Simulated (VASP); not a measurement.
## HfO2: relaxation of cell and atoms with BLYP+D3(BJ)

The system is HfO2.

```
Hf O
1.0
     5.11800    0.00000    0.00000
     0.00000    5.18570    0.00000
    -0.85866    0.00000    5.21387
Hf O
4 8
Direct
  0.27550 0.46030 0.70800
  0.72450 0.96030 0.79200
  0.72450 0.53970 0.29200
  0.27550 0.03970 0.20800
  0.07420 0.16840 0.84670
  0.92580 0.66840 0.65330
  0.92580 0.83160 0.15330
  0.07420 0.33160 0.34670
  0.44870 0.74190 0.98010
  0.55130 0.24190 0.51990
  0.55130 0.25810 0.01990
  0.44870 0.75810 0.48010
```

```yaml
Program: VASP 6.6.1
Task: relaxation of cell and atoms
Functional: BLYP
Dispersion: D3(BJ)
Potentials_or_basis: VASP PAW PBE potentials, release 64 (Hf_pv, O)
Cutoff: 600 eV
k_mesh: 5 × 5 × 5
Occupations: fermi-dirac, width 0.05 eV
Spin: no spin polarisation
Further_INCAR_settings: ALGO = Fast; EDIFF = 1e-06; IBRION = 2; EDIFFG = -0.005; NSW = 60; ISIF = 3
```

The relaxed volume is 11.60 Å³/atom. The relaxed cell is a = 5.126 Å, b = 5.187 Å, c = 5.307 Å, α = 90.00°, β = 99.45°, γ = 90.00°, the space group after relaxing (to 0.05 Å) is P2_1/c (No. 14) and the energy gained by relaxing is 3.0 meV/atom. The ionic steps are 13, the pressure after relaxing is 0.0 GPa and the largest force after relaxing is 0.005 eV/Å. The band gap on the k mesh is 4.11 eV, indirect (least direct gap 4.18 eV) and the dispersion energy per atom is -0.510 eV.

Forces on the atoms (eV/Å):
```
Hf  -0.004 -0.002 -0.001
Hf   0.004 -0.002  0.001
Hf   0.004  0.002  0.001
Hf  -0.004  0.002 -0.001
O    0.000 -0.001 -0.003
O    0.000 -0.001  0.003
O    0.000  0.001  0.003
O    0.000  0.001 -0.003
O    0.002  0.001  0.002
O   -0.002  0.001 -0.002
O   -0.002 -0.001 -0.002
O    0.002 -0.001  0.002
```

The path:
```tsv
step	energy change (eV)	largest force (eV/Å)	pressure (GPa)	volume (Å³)
1	0.0000	0.5055	1.85	138.38
2	-0.0062	0.4121	-3.40	141.06
3	-0.0264	0.1761	-0.94	139.80
4	-0.0337	0.1121	0.31	139.06
5	-0.0342	0.0814	0.06	139.21
6	-0.0358	0.0341	0.03	139.19
7	-0.0362	0.0251	0.03	139.18
8	-0.0364	0.0196	0.02	139.21
9	-0.0364	0.0198	0.02	139.22
10	-0.0365	0.0170	-0.06	139.25
11	-0.0365	0.0076	-0.03	139.24
12	-0.0365	0.0051	0.02	139.20
13	-0.0365	0.0047	0.04	139.21
```

Final structure:
```yaml
crystal:
  lattice:
    - [5.12615, 0.00000, -0.00568]
    - [0.00000, 5.18727, 0.00000]
    - [-0.86587, 0.00000, 5.23623]
  atoms:
    - { symbol: Hf, position: [0.27609, 0.45867, 0.70802] }
    - { symbol: Hf, position: [0.72391, 0.95867, 0.79198] }
    - { symbol: Hf, position: [0.72391, 0.54133, 0.29198] }
    - { symbol: Hf, position: [0.27609, 0.04133, 0.20802] }
    - { symbol: O, position: [0.06936, 0.16756, 0.84400] }
    - { symbol: O, position: [0.93064, 0.66756, 0.65600] }
    - { symbol: O, position: [0.93064, 0.83244, 0.15600] }
    - { symbol: O, position: [0.06936, 0.33244, 0.34400] }
    - { symbol: O, position: [0.44685, 0.74234, 0.97889] }
    - { symbol: O, position: [0.55315, 0.24234, 0.52111] }
    - { symbol: O, position: [0.55315, 0.25766, 0.02111] }
    - { symbol: O, position: [0.44685, 0.75766, 0.47889] }
```

Levels at points of the mesh, in eV from the valence-band top:
```tsv
k point	band 41	band 42	band 43	band 44	band 45	band 46	band 47	band 48
(0.00, 0.00, 0.00)	-0.59	-0.56	-0.24	0.00	4.50	5.03	5.14	5.47
```

Run time: 19 min on 1 thread of Intel(R) Xeon(R) 6975P-C (Granite Rapids), on a shared host, peak memory 0.46 GiB.

Caveat: the PAW data sets were made with another functional, which shifts forces and pressure a little; spin-orbit coupling is left out, which moves the levels of the heavy elements; an odd mesh through Γ misses points on the zone boundary, where band edges often lie. Zero-point motion and thermal expansion aren't in these numbers.
